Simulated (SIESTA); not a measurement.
**PbS (Galena) under changes of volume**

One of the cells (26.086 Å³/atom); the others are scaled copies at fixed shape and fractional positions:

```
CELL_PARAMETERS angstrom
0.00000 2.96575 2.96575
2.96575 0.00000 2.96575
2.96575 2.96575 0.00000
ATOMIC_POSITIONS crystal
Pb 0.00000 0.00000 0.00000
S 0.50000 0.50000 0.50000
```

```yaml
Program: SIESTA 5.4.2
Functional: vdW-DF2
Potentials_or_basis: PseudoDojo 0.4 standard (PBE files)
Basis: DZP (energy shift 0.002 Ry)
Grid_cutoff: 500 Ry
Energy_shift: 0.002 Ry
k_mesh: 8 × 8 × 8
Occupations: fermi-dirac, width 0.05 eV
Spin: no spin polarisation
```

```tsv
volume (Å³/atom)	energy over the lowest point (meV/atom)	pressure (GPa)	gap on the mesh (eV)
24.521	?	?	?
25.042	130.33	12.1	0.43
25.564	93.84	10.3	0.49
26.086	63.11	8.6	0.56
26.607	37.51	7.1	0.61
27.129	16.64	5.7	0.67
27.651	0.00	4.5	0.71
```

Question: What does the run at 24.521 Å³/atom give?

Answer: Energy over the lowest point 173.02 meV/atom; pressure 14.2 GPa; gap on the mesh 0.35 eV.

Worked out: A Birch-Murnaghan fit of order 3 (a polynomial in V^(-2/3)) to the other rows has no minimum within the range. It gives 173.00 meV/atom at 24.521 Å³/atom, against the run's 173.02, and -dE/dV = 14.2 GPa, against 14.2. A straight line through the other rows of the gap, of slope 2.87 eV per unit of ln V (its deformation potential), extrapolates to 0.37 eV, against the run's 0.35.

Energies are extrapolated to zero smearing.

Caveats: semicore shells carry a single zeta, which can move pressures by several GPa and volumes by a few percent; the potentials were made for another functional, which shifts forces and pressure; spin-orbit coupling is left out, which as a rule narrows the gap of such compounds by several tenths of an eV; the basis of atomic orbitals isn't converged, which shifts pressures, moduli and gaps.

A mesh can miss the band edges.
